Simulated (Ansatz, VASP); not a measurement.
# Two plane-wave programs on LiH

File INCAR:

```
SYSTEM = LiH
  PREC = Accurate
  ENCUT = 520
  EDIFF = 1E-8
  ISMEAR = -1
  SIGMA = 0.03
  LREAL = .False.
  LASPH = .True.
  NELM = 100
  ALGO = Normal
  ISIF = 2
  LWAVE = .False.
  LCHARG = .False.
  GGA = PE
  LEFG = .True.
  NBANDS = 9
```

KPOINTS

```
regular mesh
0
Gamma
  11 11 11
  0 0 0
```

POSCAR

```
LiH
1.0
    0.0000000000      2.0459606572      2.0459606572
    2.0459606572      0.0000000000      2.0459606572
    2.0459606572      2.0459606572      0.0000000000
Li H
1 1
Direct
    0.0000000000      0.0000000000      0.0000000000
    0.5000000000      0.5000000000      0.5000000000
```

Input for Ansatz:

```yaml
crystal:
  lattice:
    - [0.0, 2.0459606572, 2.0459606572]
    - [2.0459606572, 0.0, 2.0459606572]
    - [2.0459606572, 2.0459606572, 0.0]
  atoms:
    - { symbol: Li, position: [0.0, 0.0, 0.0] }
    - { symbol: H, position: [0.5, 0.5, 0.5] }
kpoints:
  mp_grid: { grid: [11, 11, 11] }
scf:
  occupations: { method: fermi_dirac, width: 0.03 }
hamiltonian:
  xc: pbe
  pseudopotentials: { kind: paw }
output:
  forces: true
  stress: true
  eigenvalues: true
  efg: { contact_densities: true }
```

Change from the starting cell: volume scaled by 1.02, PAW files.

Alike in both runs: task electric field gradients; functional PBE; k mesh 11 × 11 × 11; occupations fermi-dirac, width 0.03 eV; no spin polarisation.

|  | VASP | Ansatz |
| --- | --- | --- |
| version | VASP 6.6.1 | Ansatz 0.2.0 |
| potentials or method | VASP PAW PBE potentials, release 64 (Li_sv, H) | PAW with Ansatz's default frozen-core files, scalar-relativistic |
| plane-wave cutoff (eV) | 520 | 420 |
| valence electrons in the cell | 4 | 4 |

|  | VASP | Ansatz | Ansatz less VASP |
| --- | --- | --- | --- |
| gap on the k mesh at the Fermi level (eV) | 3.21 | 3.21 | +0.007 |
| Vzz of the field gradient on the site that differs most (V/Å²) | 0.0 | 0.0 | +0.01 |

The functional is the same, so the differences come from potentials, cutoffs and numerics.

Caveats: an odd mesh through Γ misses points on the zone boundary, where band edges often lie.
